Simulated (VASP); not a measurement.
The system is C.

```xyz
2
Lattice="0.0000 1.7775 1.7775 1.7775 0.0000 1.7775 1.7775 1.7775 0.0000" Properties=species:S:1:pos:R:3 pbc="T T T"
C     0.0000    0.0000    0.0000
C     0.8887    0.8887    0.8887
```

This isn't the form of C at room conditions, which is graphite.

Base run:

* Program: VASP 6.6.1
* Functional: PBEsol
* Potentials or basis: VASP PAW PBE potentials, release 64 (C)
* Cutoff: 520 eV
* k mesh: 14 × 14 × 14
* Occupations: gaussian, width 0.03 eV
* Spin: no spin polarisation

Its results: band gap on the k mesh 4.03 eV, indirect (least direct gap 5.57 eV); pressure 0.7 GPa.

Problem. The run is repeated on the same cell with these changes: functional from PBEsol to r2SCAN. What comes out?

Solution. Band gap on the k mesh 4.34 eV, indirect (least direct gap 5.86 eV); pressure 3.3 GPa.

r2SCAN gives the wider gap, since meta-GGAs in the generalised Kohn-Sham scheme recover part of the derivative discontinuity.

Caveats: the PAW data sets were made with another functional, which shifts forces and pressure a little.
